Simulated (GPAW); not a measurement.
# ZrC (P6_3/mmc) in GPAW: further runs

The runs below take ZrC through relaxation of cell and atoms, with PBEsol, PBEsol+D3, PBEsol+D3(BJ), PBEsol+D3(BJ)+ATM.

Program: GPAW 26.7.0. These are calculated values, not measurements. Logs are shortened: lines on timing, memory, paths and dates and some standing lists are left out, and cuts for length are marked. The log counts tension as positive stress, the text compression.

**1. Starting point**

It takes space group P6_3/mmc (No. 194, hexagonal). The conventional cell has a = 3.391 Å, b = 3.391 Å, c = 5.290 Å, α = 90.00°, β = 90.00°, γ = 120.00°. Zr (site symmetry -6m2) is surrounded by 6 C at 2.36 Å. Around C (site symmetry -3m) lie 6 Zr at 2.36 Å and 2 C at 2.65 Å.

The cell comes from a database or a generator and needn't be the stable form of this composition.

**2. Relaxation of cell and atoms, PBEsol**

File run.py:

```python
from ase import Atoms
from ase.filters import FrechetCellFilter
from ase.io import write
from ase.optimize import BFGS
from gpaw import GPAW, PW, setup_paths

setup_paths.insert(0, '.')

atoms = Atoms(['Zr', 'Zr', 'C', 'C'],
              cell=[[3.3914762718, 0.0, 0.0],
                    [-1.6957381359, 2.9371046077, 0.0],
                    [0.0, 0.0, 5.290053]],
              scaled_positions=[[0.6666666667, 0.3333333333, 0.75],
                                [0.3333333333, 0.6666666667, 0.25],
                                [0.0, 0.0, 0.5],
                                [0.0, 0.0, 0.0]],
              pbc=True)

calc = GPAW(mode=PW(800),
            xc='PBEsol',
            kpts={'size': (6, 6, 4), 'gamma': True},
            occupations={'name': 'fermi-dirac', 'width': 0.05},
            nbands=31,
            convergence={'density': 1e-05, 'forces': 0.0001},
            maxiter=150,
            txt='gpaw.txt')
atoms.calc = calc
opt = BFGS(FrechetCellFilter(atoms), trajectory='relax.traj', logfile='-')
done = opt.run(fmax=0.02, steps=60)
calc.write('gs.gpw')
write('result.traj', atoms)
print('Converged:', done)
print('Cell:', atoms.cell.cellpar().round(4))
print('Volume:', round(atoms.get_volume(), 4))
print(atoms.get_scaled_positions().round(5))
```

Potentials or basis: PAW data sets generated in the run's folder for this functional, pw.

Launch:

```console
$ gpaw-setup -f PBEsol C Zr
$ OMP_NUM_THREADS=1 python run.py
```

gpaw.txt:

```text
__  _  _
 | _ |_)|_||  |
 |__||  | ||/\| - 26.7.0

Input parameters:
  mode=PW(ecut=800.0),
  convergence={'density': 1e-05, 'forces': 0.0001},
  kpts=MonkhorstPack(size=(6, 6, 4), gamma=True),
  maxiter=150,
  nbands=31,
  occupations=Occupations(name='fermi-dirac', width=0.05),
  xc=XC(name='PBEsol')

Diagonalizing LCAO Hamiltonian
Converting LCAO to pw mode

            Zr

       C Zr

       C

Atoms  # Å, Bohr magnetons
|   | symbol |         x |        y |        z |    initial magnetic moments |
|---|--------|-----------|----------|----------|-----------------------------|
| 0 |     Zr |  1.695738 | 0.979035 | 3.967540 | ( 0.0000,  0.0000,  0.0000) |
| 1 |     Zr | -0.000000 | 1.958070 | 1.322513 | ( 0.0000,  0.0000,  0.0000) |
| 2 |      C |  0.000000 | 0.000000 | 2.645027 | ( 0.0000,  0.0000,  0.0000) |
| 3 |      C |  0.000000 | 0.000000 | 0.000000 | ( 0.0000,  0.0000,  0.0000) |

Unit cell  # Å
| periodic |         x |        y |        z |  lengths |     angles |
|----------|-----------|----------|----------|----------|------------|
|      yes |  3.391476 | 0.000000 | 0.000000 | 3.391476 |  90.000000 |
|      yes | -1.695738 | 2.937105 | 0.000000 | 3.391476 |  90.000000 |
|      yes |  0.000000 | 0.000000 | 5.290053 | 5.290053 | 120.000000 |

Number of symmetries: 12
Symmetry operations  # r_c * U_cc + t_c -> r_c
|    | kind |            matrix            |
|----|------|------------------------------|
|  0 |  σ   |  1, 1, 0,  0,-1, 0,  0, 0, 1 |
|  1 |  S6  |  1, 1, 0, -1, 0, 0,  0, 0,-1 |
|  2 |  E   |  1, 0, 0,  0, 1, 0,  0, 0, 1 |
|  3 |  C2  |  1, 0, 0, -1,-1, 0,  0, 0,-1 |
|  4 |  C2  |  0, 1, 0,  1, 0, 0,  0, 0,-1 |
|  5 |  C3  |  0, 1, 0, -1,-1, 0,  0, 0, 1 |
|  6 |  S6  |  0,-1, 0,  1, 1, 0,  0, 0,-1 |
|  7 |  σ   |  0,-1, 0, -1, 0, 0,  0, 0, 1 |
|  8 |  σ   | -1, 0, 0,  1, 1, 0,  0, 0, 1 |
|  9 |  i   | -1, 0, 0,  0,-1, 0,  0, 0,-1 |
| 10 |  C3  | -1,-1, 0,  1, 0, 0,  0, 0, 1 |
| 11 |  C2  | -1,-1, 0,  0, 1, 0,  0, 0,-1 |
[... 201 lines left out ...]
Forces  # eV/Ang
|        x |        y |        z |
|----------|----------|----------|
| -0.00000 |  0.00000 |  0.00000 |  # Zr   0
|  0.00000 | -0.00000 | -0.00000 |  # Zr   1
|  0.00000 |  0.00000 |  0.00000 |  # C    2
|  0.00000 |  0.00000 |  0.00000 |  # C    3

Interpolating wave functions to new cell

            Zr

       C Zr

       C

Atoms  # Å, Bohr magnetons
|   | symbol |         x |        y |        z |    initial magnetic moments |
|---|--------|-----------|----------|----------|-----------------------------|
| 0 |     Zr |  1.690938 | 0.976264 | 3.959718 | ( 0.0000,  0.0000,  0.0000) |
| 1 |     Zr | -0.000000 | 1.952527 | 1.319906 | ( 0.0000,  0.0000,  0.0000) |
| 2 |      C |  0.000000 | 0.000000 | 2.639812 | ( 0.0000,  0.0000,  0.0000) |
| 3 |      C |  0.000000 | 0.000000 | 0.000000 | ( 0.0000,  0.0000,  0.0000) |

Unit cell  # Å
| periodic |         x |        y |        z |  lengths |     angles |
|----------|-----------|----------|----------|----------|------------|
|      yes |  3.381877 | 0.000000 | 0.000000 | 3.381877 |  90.000000 |
|      yes | -1.690938 | 2.928791 | 0.000000 | 3.381877 |  90.000000 |
|      yes |  0.000000 | 0.000000 | 5.279624 | 5.279624 | 120.000000 |

Number of symmetries: 12
Symmetry operations  # r_c * U_cc + t_c -> r_c
|    | kind |            matrix            |
|----|------|------------------------------|
|  0 |  σ   |  1, 1, 0,  0,-1, 0,  0, 0, 1 |
|  1 |  S6  |  1, 1, 0, -1, 0, 0,  0, 0,-1 |
|  2 |  E   |  1, 0, 0,  0, 1, 0,  0, 0, 1 |
|  3 |  C2  |  1, 0, 0, -1,-1, 0,  0, 0,-1 |
|  4 |  C2  |  0, 1, 0,  1, 0, 0,  0, 0,-1 |
|  5 |  C3  |  0, 1, 0, -1,-1, 0,  0, 0, 1 |
|  6 |  S6  |  0,-1, 0,  1, 1, 0,  0, 0,-1 |
|  7 |  σ   |  0,-1, 0, -1, 0, 0,  0, 0, 1 |
|  8 |  σ   | -1, 0, 0,  1, 1, 0,  0, 0, 1 |
|  9 |  i   | -1, 0, 0,  0,-1, 0,  0, 0,-1 |
| 10 |  C3  | -1,-1, 0,  1, 0, 0,  0, 0, 1 |
| 11 |  C2  | -1,-1, 0,  0, 1, 0,  0, 0,-1 |
[... 214 lines left out ...]
       C

Atoms  # Å, Bohr magnetons
|   | symbol |         x |         y |        z |    initial magnetic moments |
|---|--------|-----------|-----------|----------|-----------------------------|
| 0 |     Zr |  1.669193 |  0.963709 | 3.926032 | ( 0.0000,  0.0000,  0.0000) |
| 1 |     Zr | -0.000000 |  1.927418 | 1.308678 | ( 0.0000,  0.0000,  0.0000) |
| 2 |      C | -0.000000 | -0.000000 | 2.617355 | ( 0.0000,  0.0000,  0.0000) |
| 3 |      C |  0.000000 |  0.000000 | 0.000000 | ( 0.0000,  0.0000,  0.0000) |

Unit cell  # Å
| periodic |         x |         y |        z |  lengths |     angles |
|----------|-----------|-----------|----------|----------|------------|
|      yes |  3.338386 |  0.000000 | 0.000000 | 3.338386 |  90.000000 |
|      yes | -1.669193 |  2.891127 | 0.000000 | 3.338386 |  90.000000 |
|      yes | -0.000000 | -0.000000 | 5.234710 | 5.234710 | 120.000000 |

Number of symmetries: 12
Symmetry operations  # r_c * U_cc + t_c -> r_c
|    | kind |            matrix            |
|----|------|------------------------------|
|  0 |  σ   |  1, 1, 0,  0,-1, 0,  0, 0, 1 |
|  1 |  S6  |  1, 1, 0, -1, 0, 0,  0, 0,-1 |
|  2 |  E   |  1, 0, 0,  0, 1, 0,  0, 0, 1 |
|  3 |  C2  |  1, 0, 0, -1,-1, 0,  0, 0,-1 |
|  4 |  C2  |  0, 1, 0,  1, 0, 0,  0, 0,-1 |
|  5 |  C3  |  0, 1, 0, -1,-1, 0,  0, 0, 1 |
|  6 |  S6  |  0,-1, 0,  1, 1, 0,  0, 0,-1 |
|  7 |  σ   |  0,-1, 0, -1, 0, 0,  0, 0, 1 |
|  8 |  σ   | -1, 0, 0,  1, 1, 0,  0, 0, 1 |
|  9 |  i   | -1, 0, 0,  0,-1, 0,  0, 0,-1 |
| 10 |  C3  | -1,-1, 0,  1, 0, 0,  0, 0, 1 |
| 11 |  C2  | -1,-1, 0,  0, 1, 0,  0, 0,-1 |
[... 418 lines left out ...]
|          7 |       -14.799 |     2.000 |
|          8 |        -0.932 |     2.000 |
|          9 |         2.973 |     2.000 |
|         10 |         4.909 |     2.000 |
|         11 |         8.097 |     2.000 |
|         12 |         8.097 |     2.000 |
[... 8 lines left out ...]
|         21 |        14.309 |     0.000 |
|         22 |        15.546 |     0.000 |
|        ... |               |           |
|         30 |        25.070 |     0.000 |

No gap
No difference between direct/indirect transitions

Stress tensor  # eV/Ang^3
|         x |         y |         z |
|-----------|-----------|-----------|
|  0.002634 | -0.000000 |  0.000000 |
| -0.000000 |  0.002634 |  0.000000 |
|  0.000000 |  0.000000 | -0.007695 |

Forces  # eV/Ang
|        x |        y |        z |
|----------|----------|----------|
| -0.00000 |  0.00000 |  0.00001 |  # Zr   0
|  0.00000 |  0.00000 | -0.00001 |  # Zr   1
|  0.00000 | -0.00000 |  0.00000 |  # C    2
| -0.00000 |  0.00000 |  0.00000 |  # C    3

Interpolating wave functions to new cell

            Zr

       C Zr

       C
[... 694 lines left out ...]
|          7 |       -14.843 |     2.000 |
|          8 |        -0.939 |     2.000 |
|          9 |         2.914 |     2.000 |
|         10 |         4.901 |     2.000 |
|         11 |         8.114 |     2.000 |
|         12 |         8.114 |     2.000 |
[... 8 lines left out ...]
|         21 |        14.307 |     0.000 |
|         22 |        15.512 |     0.000 |
|        ... |               |           |
|         30 |        25.051 |     0.000 |

No gap
No difference between direct/indirect transitions

Stress tensor  # eV/Ang^3
|         x |         y |        z |
|-----------|-----------|----------|
|  0.002245 | -0.000000 | 0.000000 |
| -0.000000 |  0.002245 | 0.000000 |
|  0.000000 | -0.000000 | 0.001393 |

Forces  # eV/Ang
|        x |        y |        z |
|----------|----------|----------|
|  0.00000 |  0.00000 | -0.00003 |  # Zr   0
| -0.00000 | -0.00000 |  0.00003 |  # Zr   1
|  0.00000 |  0.00000 |  0.00000 |  # C    2
| -0.00000 | -0.00000 |  0.00000 |  # C    3

Interpolating wave functions to new cell

            Zr

       C Zr

       C
[... 158 lines left out ...]
convergence criteria:
- Maximum integral of absolute [dens]ity change: 1e-05 electrons / valence electron
- Maximum change in the atomic [forces] across last 2 cycles: 0.0001 eV/Ang OR
Maximum error relative to the maximum force is below inf
- Maximum [total energy] change in last 3 cyles: 0.0005 eV / valence electron
- Maximum integral of absolute [eigenst]ate change: 4e-08 eV^2 / valence electron
maximum number of iterations: 150

SCF iterations
|iter     | |      energy | eigst |  dens |force |
|---------|-|-------------|-------|-------|------|
|iter:   1| |  -38.341238 | -3.31 |       |      |
|iter:   2| |  -38.341232 | -5.02 | -3.27 |      |
|iter:   3| |  -38.341196c| -5.53 | -3.30 |      |
|iter:   4| |  -38.341195c| -6.96 | -4.09 |      |
|iter:   5| |  -38.341198c| -7.89c| -4.44 |      |
|iter:   6| |  -38.341197c| -8.32c| -4.62 |      |
|iter:   7| |  -38.341197c| -8.84c| -5.27c|      |
|iter:   8| |  -38.341197c| -9.14c| -5.67c|-3.90 |
|iter:   9| |  -38.341197c|-10.00c| -6.20c|-4.62c|

Converged in 9 steps
Energy contributions relative to reference atoms: (reference = -197721.625692)

Energy contributions:
  Kinetic:          27.152506
  Coulomb:         -29.876936
  Zero:              0.745169
  External:          0.000000
  Xc:              -36.357568
  Entropy:          -0.008734
  Spinorbit:         0.000000
  ----------------------------
  Free energy:     -38.345564
  Extrapolated:    -38.341197

dipole moment: (-6.632478, -11.487788, -10.484107)  # |e|*Ang

Fermi level: 10.636
Eigenvalues  # (at kpt = [0.000, 0.000, 0.000])
| band index |      eig [eV] | occ [0-2] |
|------------|---------------|-----------|
|          0 |       -37.152 |     2.000 |
|        ... |               |           |
|          7 |       -14.827 |     2.000 |
|          8 |        -0.929 |     2.000 |
|          9 |         2.926 |     2.000 |
|         10 |         4.911 |     2.000 |
|         11 |         8.127 |     2.000 |
|         12 |         8.127 |     2.000 |
[... 8 lines left out ...]
|         21 |        14.325 |     0.000 |
|         22 |        15.532 |     0.000 |
|        ... |               |           |
|         30 |        25.078 |     0.000 |

No gap
No difference between direct/indirect transitions

Stress tensor  # eV/Ang^3
|        x |         y |         z |
|----------|-----------|-----------|
| 0.000420 | -0.000000 |  0.000000 |
| 0.000000 |  0.000420 | -0.000000 |
| 0.000000 | -0.000000 |  0.000608 |

Forces  # eV/Ang
|        x |        y |        z |
|----------|----------|----------|
|  0.00000 |  0.00000 | -0.00001 |  # Zr   0
| -0.00000 |  0.00000 |  0.00001 |  # Zr   1
|  0.00000 | -0.00000 |  0.00000 |  # C    2
|  0.00000 |  0.00000 |  0.00000 |  # C    3

# Writing to gs.gpw (mode='')
```

Run time: 2.2 min. Hardware: 1 thread of Intel Xeon 6975P-C (Granite Rapids), shared host; peak memory 0.3 GiB.

What came out:

```yaml
Free_energy: -38.3456 eV
Relaxed_volume: 12.66 Å³/atom
Relaxed_cell: a = 3.332 Å, b = 3.332 Å, c = 5.267 Å, α = 90.00°, β = 90.00°, γ = 120.00°
Space_group_after_relaxing_to_0.05_Å: P6_3/mmc (No. 194)
Energy_gained_by_relaxing: 15.0 meV/atom
Ionic_steps: 8
Pressure_after_relaxing: -0.1 GPa
Band_gap_on_the_k_mesh: none (metal or under the smearing width)
```

The path:
| step | energy change (eV) | largest force (eV/Å) | pressure (GPa) | volume (Å³) |
| --- | --- | --- | --- | --- |
| 1 | 0.0000 | 0.0000 | -8.68 | 52.69 |
| 2 | -0.0199 | 0.0000 | -7.13 | 52.29 |
| 3 | -0.0580 | 0.0000 | 0.47 | 50.52 |
| 4 | -0.0583 | 0.0000 | 0.13 | 50.60 |
| 5 | -0.0589 | 0.0000 | -0.21 | 50.67 |
| 6 | -0.0596 | 0.0000 | -0.45 | 50.73 |
| 7 | -0.0599 | 0.0000 | -0.31 | 50.70 |
| 8 | -0.0599 | 0.0000 | -0.08 | 50.65 |

Final structure:
```yaml
crystal:
  lattice:
    - [3.33213, 0.00000, 0.00000]
    - [-1.66607, 2.88571, 0.00000]
    - [0.00000, 0.00000, 5.26718]
  atoms:
    - { symbol: Zr, position: [0.66667, 0.33333, 0.75000] }
    - { symbol: Zr, position: [0.33333, 0.66667, 0.25000] }
    - { symbol: C, position: [0.00000, 0.00000, 0.50000] }
    - { symbol: C, position: [0.00000, 0.00000, 0.00000] }
```

Caveat: later steps reuse the first step's grids.

**3. Relaxation of cell and atoms, PBEsol+D3**

run.py: that of step 2 with these lines changed.

```diff
@@ -1,2 +1,3 @@
 from ase import Atoms
+from ase.calculators.mixing import SumCalculator
 from ase.filters import FrechetCellFilter
@@ -4,2 +5,3 @@
 from ase.optimize import BFGS
+from dftd3.ase import DFTD3
 from gpaw import GPAW, PW, setup_paths
@@ -26,3 +28,3 @@
             txt='gpaw.txt')
-atoms.calc = calc
+atoms.calc = SumCalculator([calc, DFTD3(method='pbesol', damping='d3zero')])
 opt = BFGS(FrechetCellFilter(atoms), trajectory='relax.traj', logfile='-')
```

Potentials or basis: PAW data sets generated in the run's folder for this functional, pw.

Launch:

```console
$ gpaw-setup -f PBEsol C Zr
$ OMP_NUM_THREADS=1 python run.py
```

Wall time 2 min (1 thread of Intel Xeon 6975P-C (Granite Rapids), shared host); peak memory 0.31 GiB.

Results (log left out):

```
Free energy                            : -39.2783 eV
Relaxed volume                         : 12.47 Å³/atom
Relaxed cell                           : a = 3.318 Å, b = 3.318 Å, c = 5.232 Å, α = 90.00°, β = 90.00°, γ = 120.00°
Space group after relaxing (to 0.05 Å) : P6_3/mmc (No. 194)
Energy gained by relaxing              : 27.6 meV/atom
Ionic steps                            : 7
Pressure after relaxing                : -0.1 GPa
Band gap on the k mesh                 : none (metal or under the smearing width)
Dispersion energy per atom             : -0.235 eV
```

Step by step:
| step | energy change (eV) | largest force (eV/Å) | pressure (GPa) | volume (Å³) |
| --- | --- | --- | --- | --- |
| 1 | 0.0000 | 0.0000 | -11.97 | 52.69 |
| 2 | -0.0376 | 0.0000 | -9.90 | 52.14 |
| 3 | -0.1088 | 0.0000 | 0.74 | 49.71 |
| 4 | -0.1094 | 0.0000 | 0.04 | 49.86 |
| 5 | -0.1096 | 0.0000 | -0.05 | 49.87 |
| 6 | -0.1104 | 0.0000 | -0.31 | 49.93 |
| 7 | -0.1105 | 0.0000 | -0.15 | 49.90 |

Final structure:
```yaml
crystal:
  lattice:
    - [3.31839, 0.00000, 0.00000]
    - [-1.65919, 2.87381, 0.00000]
    - [0.00000, 0.00000, 5.23247]
  atoms:
    - { symbol: Zr, position: [0.66667, 0.33333, 0.75000] }
    - { symbol: Zr, position: [0.33333, 0.66667, 0.25000] }
    - { symbol: C, position: [0.00000, 0.00000, 0.50000] }
    - { symbol: C, position: [0.00000, 0.00000, 0.00000] }
```

Levels at points of the mesh, in eV from the Fermi level:
| k point | band 13 | band 14 | band 15 | band 16 | band 17 | band 18 | band 19 | band 20 |
| --- | --- | --- | --- | --- | --- | --- | --- | --- |
| (0.00, 0.00, 0.00) | -2.54 | -0.78 | -0.78 | 1.22 | 1.60 | 1.60 | 2.11 | 2.11 |
| (0.00, 0.00, 0.50) | -2.16 | -2.16 | -2.16 | -2.16 | 3.91 | 3.91 | 3.91 | 3.91 |
| (0.50, 0.50, 0.00) | -2.99 | -2.61 | -1.24 | -0.33 | 1.86 | 4.72 | 4.80 | 4.88 |
| (0.50, 0.50, 0.50) | -2.57 | -2.57 | -1.81 | -1.81 | 1.86 | 1.86 | 4.69 | 4.69 |

Caveat: later steps reuse the first step's grids; pairwise dispersion overbinds metals, which lowers pressure and volume.

(Part 1 of 2 ends here.)
